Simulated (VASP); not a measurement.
Al:

```
Al
1.0
     0.00000    2.02481    2.02481
     2.02481    0.00000    2.02481
     2.02481    2.02481    0.00000
Al
1
Cartesian
  0.0000 0.0000 0.0000
```

| Quantity | Value |
| --- | --- |
| Program | VASP 6.6.1 |
| Task | relaxation of cell and atoms |
| Functional | SCAN |
| Dispersion | D3 |
| Potentials or basis | VASP PAW PBE potentials, release 64 (Al) |
| Cutoff | 600 eV |
| k mesh | 11 × 11 × 11 |
| Occupations | fermi-dirac, width 0.05 eV |
| Spin | no spin polarisation |

At the start: pressure -2.8 GPa; volume 16.60 Å³/atom.

Problem. Where does the relaxation end?

Solution. Over 3 steps the energy falls by 5.6 meV/atom and the volume is 15.99 Å³/atom (-3.7 %); space group Fm-3m (No. 225, to 0.05 Å).

Step by step:
```csv
step,energy change (eV),largest force (eV/Å),pressure (GPa),volume (Å³)
1,0.0000,0.0000,-2.78,16.60
2,-0.0055,0.0000,0.38,15.92
3,-0.0056,0.0000,0.01,15.99
```

Final structure:
```
Al
1.0
     0.00000    1.99956    1.99956
     1.99956    0.00000    1.99956
     1.99956    1.99956    0.00000
Al
1
Direct
  0.00000 0.00000 0.00000
```

The cell as given is a measured one (16.60 Å³/atom); SCAN+D3 puts the equilibrium volume -3.7 % from it, thermal expansion not counted.

Caveat: the PAW data sets were made with another functional, which shifts forces and pressure a little; pairwise dispersion overbinds metals, which lowers pressure and volume.
